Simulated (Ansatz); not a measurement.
Prototype screening

Method: DFT PBEsol, scalar-relativistic, plane waves, PAW (Ansatz). All cells share a 420 eV cutoff and Γ-centred k meshes spaced at most 0.3 Å⁻¹ (0.19 for metals, 2π included).

Each formula was placed on the sites of the named type and relaxed at zero pressure without lowering the symmetry. No run is spin-polarised. The smearing is 0.1 eV for metals and 0.01 to 0.02 eV otherwise. The zero of energy is the elements' standard structures at the same level; no fitted shifts are applied.

The k mesh leaves about 4 meV/atom of noise in metals. No dispersion correction is applied, so the spacing between layers, chains or molecules is poorly fixed, and with it the volume and density (S Cmce, S P6_3/mmc, S I4/mmm). Spin–orbit coupling is left out.

```tsv
formula	started on type	final group	a or a / b (Å)	c (Å)	V (Å³/atom)	E over elements (eV/atom)	gap on mesh (eV)
W	hcp	P6_3/mmc	2.75	4.89	16.0	?	0.00
S	alpha-gallium	Cmce	4.60 / 8.97	3.72	19.2	0.27	0.00
S	diamond	Fd-3m	5.68	5.68	22.9	0.91	0.00
W	fcc	Fm-3m	4.00	4.00	16.0	0.50	0.00
S	graphite	P6_3/mmc	3.94	6.57	22.1	0.73	0.00
W	omega	P6/mmm	4.65	2.58	16.1	0.56	0.00
S	hcp	P6_3/mmc	3.27	3.47	16.1	0.63	0.00
S	indium (bct)	I4/mmm	2.33	7.14	19.5	0.34	0.00
```

(1) E over elements (eV/atom) of W on the hcp type?

Answers

(1) 0.52